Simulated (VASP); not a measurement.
# W (Im-3m) in VASP: a series of runs

One crystal, W, is run at these levels: r2SCAN; tasks: relaxation of the atoms.

Everything below comes from runs of VASP 6.6.1. Logs are shortened: lines on timing, memory, paths and dates and some standing lists are left out, and cuts for length are marked.

**1. The undisturbed crystal**

The structure is cubic, space group Im-3m (No. 229). Conventional cell: a = 3.165 Å, b = 3.165 Å, c = 3.165 Å, α = 90.00°, β = 90.00°, γ = 90.00°. W (site symmetry m-3m) is surrounded by 8 W at 2.74 Å.

**2. Relaxation of the atoms, r2SCAN (a relaxed cell with its volume scaled by 0.94)**

INCAR

```
  PREC = Accurate
  ENCUT = 600
  EDIFF = 1E-7
  ISMEAR = 1
  SIGMA = 0.1
  LREAL = False
  LASPH = True
  NELM = 80
  ALGO = Normal
  ISIF = 2
  LWAVE = False
  LCHARG = False
  METAGGA = R2SCAN
  LMIXTAU = True
  IBRION = 2
  NSW = 40
  EDIFFG = -0.01
```

KPOINTS

```
regular mesh
0
Gamma
  16 16 16
```

POSCAR

```
W                                       
1.0
   -1.5540938541      1.5540938541      1.5540938541
    1.5540938541     -1.5540938541      1.5540938541
    1.5540938541      1.5540938541     -1.5540938541
  W             
     1
Direct
     0.0000000000000000    0.0000000000000000    0.0000000000000000
```

Potentials or basis: VASP PAW PBE potentials, release 64 (W_sv).

Started as:

```
$ cat potpaw_PBE.64/W_sv/POTCAR > POTCAR
$ mpirun -np 1 vasp_std > vasp.out
```

OUTCAR:

```text
PREC = Accurate
   ENCUT = 600
   EDIFF = 1E-7
   ISMEAR = 1
   LREAL = False
   LASPH = True
   NELM = 80
   ISIF = 2
   METAGGA = R2SCAN
   IBRION = 2
   NSW = 40
   EDIFFG = -0.01

 ion  position               nearest neighbor table
   1  0.000  0.000  0.000-

  LATTYP: Found a body centered cubic cell.
 ALAT       =     3.1081877082

  Lattice vectors:

 A1 = (  -1.5540938541,   1.5540938541,   1.5540938541)
 A2 = (   1.5540938541,  -1.5540938541,   1.5540938541)
 A3 = (   1.5540938541,   1.5540938541,  -1.5540938541)

Analysis of symmetry for initial positions (statically):
=====================================================================
 Subroutine PRICEL returns:
 Original cell was already a primitive cell.

 Routine SETGRP: Setting up the symmetry group for a
 body centered cubic supercell.

 Subroutine GETGRP returns: Found 48 space group operations
 (whereof 48 operations were pure point group operations)
 out of a pool of 48 trial point group operations.

The static configuration has the point symmetry O_h .

Analysis of symmetry for dynamics (positions and initial velocities):
=====================================================================
 Subroutine PRICEL returns:
 Original cell was already a primitive cell.

 Routine SETGRP: Setting up the symmetry group for a
 body centered cubic supercell.

 Subroutine GETGRP returns: Found 48 space group operations
 (whereof 48 operations were pure point group operations)
 out of a pool of 48 trial point group operations.

The dynamic configuration has the point symmetry O_h .

 Subroutine INISYM returns: Found 48 space group operations
 (whereof 48 operations are pure point group operations),
 and found     1 'primitive' translations

----------------------------------------------------------------------------------------

                                     Primitive cell

  volume of cell :      15.0138

  direct lattice vectors                    reciprocal lattice vectors
    -1.554093854  1.554093854  1.554093854     0.000000000  0.321730891  0.321730891
     1.554093854 -1.554093854  1.554093854     0.321730891  0.000000000  0.321730891
     1.554093854  1.554093854 -1.554093854     0.321730891  0.321730891  0.000000000

  length of vectors
     2.691769515  2.691769515  2.691769515     0.454996189  0.454996189  0.454996189

  position of ions in fractional coordinates (direct lattice)
     0.000000000  0.000000000  0.000000000

  ion indices of the primitive-cell ions
   primitive index   ion index
                 1           1

----------------------------------------------------------------------------------------

 KPOINTS: regular mesh

Automatic generation of k-mesh.
 Grid dimensions read from file:
 generate k-points for:   16   16   16

 Generating k-lattice:

  Cartesian coordinates                     Fractional coordinates (reciprocal lattice)
     0.000000000  0.020108181  0.020108181     0.062500000  0.000000000  0.000000000
     0.020108181  0.000000000  0.020108181     0.000000000  0.062500000  0.000000000
     0.020108181  0.020108181  0.000000000     0.000000000  0.000000000  0.062500000

  Length of vectors
     0.028437262  0.028437262  0.028437262

  Shift w.r.t. Gamma in fractional coordinates (k-lattice)
     0.000000000  0.000000000  0.000000000

 Subroutine IBZKPT returns following result:
 ===========================================

 Found    145 irreducible k-points:

 Following reciprocal coordinates:
            Coordinates               Weight
  0.000000  0.000000  0.000000      1.000000
  0.062500  0.000000  0.000000     12.000000
  0.125000  0.000000  0.000000     12.000000
  0.187500  0.000000  0.000000     12.000000
  0.250000  0.000000  0.000000     12.000000
  0.312500  0.000000  0.000000     12.000000
[... 16 lines left out ...]
  0.187500  0.187500  0.000000     24.000000
  0.250000  0.187500  0.000000     48.000000
 [... further k-points ...]
   k-points           NKPTS =    145   k-points in BZ     NKDIM =    145   number of bands    NBANDS=     11
   number of dos      NEDOS =    301   number of ions     NIONS =      1
   total plane-waves  NPLWV =  13824
   dimension x,y,z NGX =    24 NGY =   24 NGZ =   24
   dimension x,y,z NGXF=    48 NGYF=   48 NGZF=   48
   ions per type =               1
   NGX,Y,Z   is equivalent  to a cutoff of  14.82, 14.82, 14.82 a.u.
   NGXF,Y,Z  is equivalent  to a cutoff of  29.65, 29.65, 29.65 a.u.
 SYSTEM =  unknown system
   PREC   = accura    normal or accurate (medium, high low for compatibility)
   ISTART =      0    job   : 0-new  1-cont  2-samecut
   ICHARG =      2    charge: 1-file 2-atom 10-const
   ISPIN  =      1    spin polarized calculation?
   LNONCOLLINEAR =      F non collinear calculations
   LSORBIT =      F    spin-orbit coupling
   LASPH  =      T    aspherical Exc in radial PAW
   ENCUT  =  600.0 eV  44.10 Ry    6.64 a.u.   5.38  5.38  5.38*2*pi/ulx,y,z
   NELM   =     80;   NELMIN=  2; NELMDL= -5     # of ELM steps
   EDIFF  = 0.1E-06   stopping-criterion for ELM
   LREAL  =      F    real-space projection
   EDIFFG = -.1E-01   stopping-criterion for IOM
   NSW    =     40    number of steps for IOM
   IBRION =      2    ionic relax: 0-MD 1-quasi-New 2-CG
   NFREE  =      1    steps in history (QN), initial steepest desc. (CG)
   ISIF   =      2    stress and relaxation
   ISYM   =      2    0-nonsym 1-usesym 2-fastsym
   POTIM  = 0.5000    time-step for ionic-motion
   TEBEG  =    0.0;   TEEND  =   0.0 temperature during run
   PSTRESS=    0.0 pullay stress
   NELECT =      14.0000    total number of electrons
   NUPDOWN=      -1.0000    fix difference up-down
   EMIN   =  10.00;   EMAX   =-10.00  energy-range for DOS
   EFERMI =   0.00;   METHOD = LEGACY
   ISMEAR =     1;   SIGMA  =   0.10  broadening in eV -4-tet -1-fermi 0-gaus
   EFERMI_NEDOS =   21; number of points for ismear=-14 and -15
   IALGO  =     38    algorithm
   IMIX   =      4    mixing-type and parameters
     AMIX     =   0.40;   BMIX     =  1.00
     AMIX_MAG =   1.60;   BMIX_MAG =  1.00
  volume/ion in A,a.u.               =      15.01       101.32
  Fermi-wavevector in a.u.,A,eV,Ry     =   1.599387  3.022403 34.804237  2.558039
  Thomas-Fermi vector in A             =   2.696688
   LORBIT       =      0    0 simple, 1 ext, 2 COOP (PROOUT), +10 PAW based schemes
   METAGGA = R2SCAN    functional components
   LHFCALC =     F    Hartree Fock is set to
   AEXX    =    0.0000 exact exchange contribution
   IVDW    =     0    specifies the selected vdW correction
   LEPSILON=     F    determine dielectric tensor
   LRPA    =     F    only Hartree local field effects (RPA)
 conjugate gradient relaxation of ions
 non-spin polarized calculation
 Methfessel and Paxton  Order N= 1 SIGMA  =   0.10
  energy-cutoff  :      600.00
  volume of cell :       15.01
 maximum number of plane-waves:       531
 NGX is ok and might be reduce to    24
   NGX = 11   NGY = 11   NGZ = 11

 number of electron      13.9999998 magnetization

 Free energy of the ion-electron system (eV)
  ---------------------------------------------------
  ext. energy  EPLUGINS =         0.00000000
  ---------------------------------------------------
  free energy    TOTEN  =       -51.29218655 eV

  energy without entropy =      -51.29175095  energy(sigma->0) =      -51.29204135

 E-fermi :  12.1477     XC(G=0): -15.3143

 val. band max:       12.1308135114   @ k =  -0.3125   0.3125   0.1875
 cond. band min:      12.1657644351   @ k =   0.0625   0.0625   0.0625
 fundamental gap:      0.0349509237
 Fermi energy:        12.1476626964

 k-point     1 :       0.0000    0.0000    0.0000
  band No.  band energies     occupation
      1     -63.9510      2.00000
      2     -26.7158      2.00000
      3     -26.7158      2.00000
      4     -26.7158      2.00000
      5       1.6622      2.00000
      6      10.7152      2.00000
      7      10.7152      2.00000
      8      10.7152      2.00000
      9      14.7780      0.00000
     10      14.7780      0.00000
     11      27.4678      0.00000

 k-point     2 :       0.0625    0.0000    0.0000
  band No.  band energies     occupation
      1     -63.9438      2.00000
      2     -26.7841      2.00000
      3     -26.7366      2.00000
      4     -26.7162      2.00000
      5       1.8737      2.00000
      6      10.5826      2.00000
      7      10.6829      2.00000
      8      10.9195      2.00000
      9      14.5598      0.00000
     10      14.7761      0.00000
     11      27.6525      0.00000

 k-point     3 :       0.1250    0.0000    0.0000
  band No.  band energies     occupation
      1     -63.9232      2.00000
      2     -26.9756      2.00000
      3     -26.7953      2.00000
      4     -26.7175      2.00000
      5       2.4749      2.00000
      6      10.2251      2.00000
      7      10.5420      2.00000
      8      11.5235      2.00000
      9      14.1387     -0.00000
     10      14.7851      0.00000
     11      28.0945      0.00000

 k-point     4 :       0.1875    0.0000    0.0000
  band No.  band energies     occupation
      1     -63.8923      2.00000
      2     -27.2542      2.00000
      3     -26.8821      2.00000
      4     -26.7194      2.00000
      5       3.3572      2.00000
      6       9.7364      2.00000
      7      10.2556      2.00000
      8      12.5002     -0.00001
      9      13.9159     -0.00000
     10      14.8394      0.00000
     11      28.3764      0.00000

 k-point     5 :       0.2500    0.0000    0.0000
  band No.  band energies     occupation
      1     -63.8557      2.00000
      2     -27.5716      2.00000
      3     -26.9828      2.00000
      4     -26.7218      2.00000
      5       4.3022      2.00000
      6       9.2165      2.00000
      7      10.0266      2.00000
      8      13.8005     -0.00000
      9      14.0251     -0.00000
     10      14.9700      0.00000
     11      27.8833      0.00000
[... 211 lines left out ...]
 k-point    21 :       0.3750    0.1250   -0.0000
  band No.  band energies     occupation
      1     -63.7592      2.00000
      2     -28.2273      2.00000
      3     -27.2978      2.00000
      4     -26.8143      2.00000
      5       5.7711      2.00000
      6       8.2753      2.00000
      7      11.2171      2.00000
      8      14.4445      0.00000
      9      15.9970      0.00000
     10      19.3261      0.00000
     11      24.3896      0.00000

 k-point    22 :       0.4375    0.1250   -0.0000
  band No.  band energies     occupation
      1     -63.7524      2.00000
      2     -28.2731      2.00000
      3     -27.3230      2.00000
      4     -26.8154      2.00000
      5       5.7357      2.00000
      6       8.2109      2.00000
      7      11.6383      2.00000
      8      14.4313      0.00000
      9      16.1884      0.00000
     10      19.9198      0.00000
     11      23.7975      0.00000

 k-point    23 :       0.1875    0.1875    0.0000
  band No.  band energies     occupation
      1     -63.8104      2.00000
      2     -27.8426      2.00000
      3     -27.1128      2.00000
      4     -26.8360      2.00000
      5       5.6874      2.00000
      6       8.8778      2.00000
      7       9.2880      2.00000
      8      13.6299     -0.00000
      9      15.6309      0.00000
     10      16.2655      0.00000
     11      27.2973      0.00000

 k-point    24 :       0.2500    0.1875    0.0000
  band No.  band energies     occupation
      1     -63.7814      2.00000
      2     -28.0042      2.00000
      3     -27.2500      2.00000
      4     -26.8578      2.00000
      5       6.2599      2.00000
      6       8.5799      2.00000
      7       9.5232      2.00000
      8      13.9244     -0.00000
      9      15.7510      0.00000
     10      18.0096      0.00000
     11      25.8789      0.00000

 [... further k-points ...]
[... 5 lines left out ...]
  --------------------------------------------------------------------------------------
  -------------------------------------------------------------------------------------
  Total        2.0560806      2.0560806      2.0560806     -0.0000000      0.0000000     -0.0000000
  in kB      219.4113068    219.4113068    219.4113068     -0.0000000      0.0000000     -0.0000000
  external PRESSURE =     219.4113068 kB  Pullay stress =       0.0000000 kB

 VOLUME and BASIS-vectors are now :
 -----------------------------------------------------------------------------
  energy-cutoff  :      600.00
  volume of cell :       15.01
      direct lattice vectors                 reciprocal lattice vectors
    -1.554093854  1.554093854  1.554093854     0.000000000  0.321730891  0.321730891
     1.554093854 -1.554093854  1.554093854     0.321730891  0.000000000  0.321730891
     1.554093854  1.554093854 -1.554093854     0.321730891  0.321730891  0.000000000

 POSITION                                       TOTAL-FORCE (eV/Angst)
 -----------------------------------------------------------------------------------
      0.00000      0.00000      0.00000        -0.000000     -0.000000     -0.000000
 -----------------------------------------------------------------------------------
    total drift:                                0.000000      0.000000     -0.000000

  FREE ENERGIE OF THE ION-ELECTRON SYSTEM (eV)
  ---------------------------------------------------
  free  energy   TOTEN  =       -51.2921865497 eV

  energy  without entropy=      -51.2917509511  energy(sigma->0) =      -51.29204135

 reached required accuracy - stopping structural energy minimisation
```

Wall time 45 s (1 thread of Intel Xeon 6975P-C (Granite Rapids), shared host); peak memory 0.16 GiB.

What came out:

| Item | Value |
| --- | --- |
| Free energy | -51.2922 eV |
| Pressure after relaxing | 21.9 GPa |
| Band gap on the k mesh | none (metal or under the smearing width) |

Final structure:
```
W
1.0
    -1.55409    1.55409    1.55409
     1.55409   -1.55409    1.55409
     1.55409    1.55409   -1.55409
W
1
Cartesian
  0.0000 0.0000 0.0000
```

Levels at points of the mesh, in eV from the Fermi level:
```
           k point  band 5  band 6  band 7  band 8  band 9  band 10
(0.00, 0.00, 0.00)  -10.49   -1.43   -1.43   -1.43    2.63     2.63
(0.50, 0.00, 0.00)   -7.00   -4.09    0.69    2.51    3.63     6.80
(0.50, 0.50, 0.50)   -6.56   -6.56    5.70    5.70    5.70     8.97
```

Caveat: the relaxation stopped at its first step, so nothing moved; the PAW data sets were made with another functional, which shifts forces and pressure a little. The run has no spin-orbit coupling, so splittings on W are missing.

(Part 1 of 2 ends here.)
